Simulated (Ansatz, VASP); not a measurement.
One calculation of WC, two programs

```
W C
1.0
     0.00000    2.19268    2.19268
     2.19268    0.00000    2.19268
     2.19268    2.19268    0.00000
W C
1 1
Direct
  0.00000 0.00000 0.00000
  0.50000 0.50000 0.50000
```

Measurements of this composition are mostly on another form, of space group No. 187.

Alike in both runs: functional LDA; k mesh 10 × 10 × 10; occupations fermi-dirac, width 0.05 eV; no spin polarisation; Hubbard terms W d U = 3.0 eV.

```csv
,VASP,Ansatz
version,VASP 6.6.1,Ansatz 0.2.0
potentials or method,"VASP PAW LDA potentials, release 64 (W_sv, C)",Ansatz PAW
plane-wave cutoff (eV),520,420
valence electrons in the cell,18,18
task,single point,projected density of states
```

|  | VASP | Ansatz | Ansatz less VASP |
| --- | --- | --- | --- |
| gap on the k mesh at the Fermi level (eV) | none | none | - |
| pressure (GPa) | -8.6 | -15.7 | -7.08 |

The programs project onto different local orbitals, so the same U acts differently. A gap of «none» marks a metal or a gap that the smearing closes.

Caveats: U without spin polarisation on a metal has little footing; the U is typed as a test and isn't derived for this compound; the pressure holds a Pulay correction of +0.4 GPa for the finite cutoff (Ansatz); the PAW data sets come from PBE, with cores solved anew for the run's functional, which leaves a small shift of forces and pressure (Ansatz); the density of states is complete only up to the lowest level of the last band computed (Ansatz). Spin-orbit coupling is left out, which matters for the levels of W.
